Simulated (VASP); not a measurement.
Wanted: the native input for a VASP 6.6.1 run.

```
Task                   : relaxation of cell and atoms
Functional             : PBE
Potentials or basis    : VASP PAW PBE potentials, release 64 (Ta_pv)
Cutoff                 : 520 eV
k mesh                 : 18 × 18 × 18
Occupations            : gaussian, width 0.1 eV
Spin                   : non-collinear spin, zero start, spin-orbit coupling
Starting moments       : [[0.0, 0.0, 0.0]] μB
Further INCAR settings : ALGO = Normal; EDIFF = 1e-07; IBRION = 2; EDIFFG = -0.002; NSW = 80; ISIF = 3
```

The structure of Ta lies in POSCAR:

```
Ta                                      
1.0
   -1.6590135150      1.6590135150      1.6590135150
    1.6590135150     -1.6590135150      1.6590135150
    1.6590135150      1.6590135150     -1.6590135150
  Ta            
     1
Direct
     0.0000000000000000    0.0000000000000000    0.0000000000000000
```

One way to write it, as run:

INCAR

```
SYSTEM = Ta
PREC = Accurate ; ENCUT = 520
EDIFF = 1E-7 ; ISMEAR = 0
SIGMA = 0.1 ; LREAL = .False.
LASPH = .True. ; NELM = 80
ALGO = Normal ; ISIF = 3
LWAVE = .False. ; LCHARG = .False.
LNONCOLLINEAR = .True. ; MAGMOM = 0 0 0
LORBIT = 11 ; LSORBIT = .True.
GGA_COMPAT = .False. ; LMAXMIX = 4
GGA = PE ; IBRION = 2
NSW = 80 ; EDIFFG = -0.002
KPAR = 4
```

KPOINTS

```
Automatic mesh
0
Gamma
  18 18 18
  0 0 0
```

Potentials or basis: VASP PAW PBE potentials, release 64 (Ta_pv).

Launch:

```bash
$ cat potpaw_PBE.64/Ta_pv/POTCAR > POTCAR
$ mpirun -np 4 vasp_ncl > vasp.out
```

Results of the run:

```json
{"Pressure after relaxing": "0.0 GPa", "Net moment": "0.00 μB per cell", "Valence electrons inside the program's atomic spheres": "Ta 8.92"}
```

Caveat: the relaxation stopped at its first step, so nothing moved.

Run time: 18 s on 4 MPI ranks on Intel(R) Xeon(R) Platinum 8559C (Emerald Rapids), on a shared host, peak memory 0.26 GiB a rank.
